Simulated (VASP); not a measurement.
Wanted: the native input for a VASP 6.6.1 run.

* Task: band structure
* Functional: HSE06
* Potentials or basis: VASP PAW PBE potentials, release 64 (Na_pv, Cl)
* Cutoff: 520 eV
* k mesh: 6 × 6 × 6
* Occupations: gaussian, width 0.03 eV
* Spin: no spin polarisation
* Grid for exact exchange (PRECFOCK): Fast
* Screening parameter: 0.2 1/A
* Further INCAR settings: ALGO = Normal; EDIFF = 1e-06; NBANDS = 14

The system is NaCl.

```
CELL_PARAMETERS angstrom
0.00000 2.80386 2.80386
2.80386 0.00000 2.80386
2.80386 2.80386 0.00000
ATOMIC_POSITIONS crystal
Na 0.00000 0.00000 0.00000
Cl 0.50000 0.50000 0.50000
```

These files were run (other wordings do the same):

POSCAR

```
NaCl                                    
1.0
   -0.0000000000      2.8038634503      2.8038634503
    2.8038634503      0.0000000000      2.8038634503
    2.8038634503      2.8038634503      0.0000000000
  Na              Cl            
     1     1
Direct
     1.0000000000000000    0.0000000000000000    1.0000000000000000
     0.5000000000000000    0.5000000000000000    0.5000000000000000
```

INCAR.step1

```
ALGO = Normal
EDIFF = 1E-5
ENCUT = 520
GGA = PE
ISIF = 2
ISMEAR = 0
KPAR = 4
LASPH = True
LCHARG = False
LREAL = False
LWAVE = True
NBANDS = 14
NELM = 80
PREC = Accurate
SIGMA = 0.03
```

INCAR.step2

```
ALGO = Normal
EDIFF = 1E-6
ENCUT = 520
GGA = PE
HFSCREEN = 0.2
ISIF = 2
ISMEAR = 0
ISTART = 1
KPAR = 4
LASPH = True
LCHARG = False
LHFCALC = True
LREAL = False
LWAVE = False
NBANDS = 14
NELM = 80
PREC = Accurate
PRECFOCK = Fast
SIGMA = 0.03
```

KPOINTS

```
k-points
0
Gamma
  6 6 6
```

KPOINTS_OPT

```
explicit points
6
Reciprocal
 0.0000000000  0.0000000000  0.0000000000 1
 0.3750000000  0.3750000000  0.7500000000 1
 0.5000000000  0.5000000000  0.5000000000 1
 0.6250000000  0.2500000000  0.6250000000 1
 0.5000000000  0.2500000000  0.7500000000 1
 0.5000000000  0.0000000000  0.5000000000 1
```

Potentials or basis: VASP PAW PBE potentials, release 64 (Na_pv, Cl).

Run with:

```sh
$ cat potpaw_PBE.64/Na_pv/POTCAR potpaw_PBE.64/Cl/POTCAR > POTCAR
$ cp INCAR.step1 INCAR
$ mpirun -np 4 vasp_std > vasp.out
$ cp INCAR.step2 INCAR
$ mpirun -np 4 vasp_std > vasp.out
```

Results of the run:

The pressure is 0.7 GPa and the band gap on the k mesh is 6.57 eV, direct. The band gap along the path is 6.57 eV, direct.

Caveat: the PAW data sets were made with another functional, which shifts forces and pressure a little.

It took 3.1 min on 4 MPI ranks on AMD EPYC 9R45 (Zen 5), on a shared host, peak memory 0.26 GiB a rank.
